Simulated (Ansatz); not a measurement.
# SnS2: the cost of one run

Program: Ansatz 0.2.0. Level of theory: DFT PBE, scalar-relativistic, plane waves, PAW. These are calculated values, not measurements.

1 further run of the same task is left out (set aside as unsound or not needed).

## (1) The system as given

The structure is trigonal, space group P-3m1 (No. 164). The conventional cell has a = 3.598 Å, b = 3.598 Å, c = 5.494 Å, α = 90.00°, β = 90.00°, γ = 120.00°. Sn (site symmetry -3m) is surrounded by 6 S at 2.53 Å. S (site symmetry 3m) has 3 Sn at 2.53 Å as nearest neighbours.

Coordinates:

```cif
data_structure
_symmetry_space_group_name_H-M 'P 1'
_symmetry_Int_Tables_number 1
_cell_length_a 3.5983
_cell_length_b 3.5983
_cell_length_c 5.4940
_cell_angle_alpha 90.000
_cell_angle_beta 90.000
_cell_angle_gamma 120.000
_cell_volume 61.60
loop_
_atom_site_label
_atom_site_type_symbol
_atom_site_fract_x
_atom_site_fract_y
_atom_site_fract_z
_atom_site_occupancy
Sn1 Sn 0.00000 0.00000 0.00000 1
S1 S 0.66667 0.33333 0.26390 1
S2 S 0.33333 0.66667 0.73610 1
```

The structure comes from the Crystallography Open Database.

## (2) A distortion that keeps the symmetry

Against the listed cell: strain xx, yy, zz, yz, xz, xy = -2.5, -2.5, -1.0, +0.0, +0.0, +0.0 %; atoms moved by 0.03 Å root mean square, at most 0.04 Å.

The input, input.yaml:

```yaml
crystal:
  lattice:
    - [3.5069754792, 0.0, 0.0]
    - [-1.7534877396, 3.0371298554, 0.0]
    - [0.0, 0.0, 5.43697228]
  atoms:
    - { symbol: Sn, position: [0.0, 0.0, 0.0] }
    - { symbol: S, position: [0.6666666667, 0.3333333333, 0.2705877223] }
    - { symbol: S, position: [0.3333333333, 0.6666666667, 0.7294122777] }
basis:
  ecutwfc: 420
kpoints:
  mp_grid: { grid: [9, 9, 6] }
hamiltonian:
  xc: pbe
scf:
  occupations: { method: gaussian, width: 0.02 }
output:
  forces: true
  stress: true
  eigenvalues: true
  populations: true
```

What time and memory should one allow on 1 thread of an x86-64 CPU, shared host?

About 2.8 s, with a peak of 0.37 GiB.
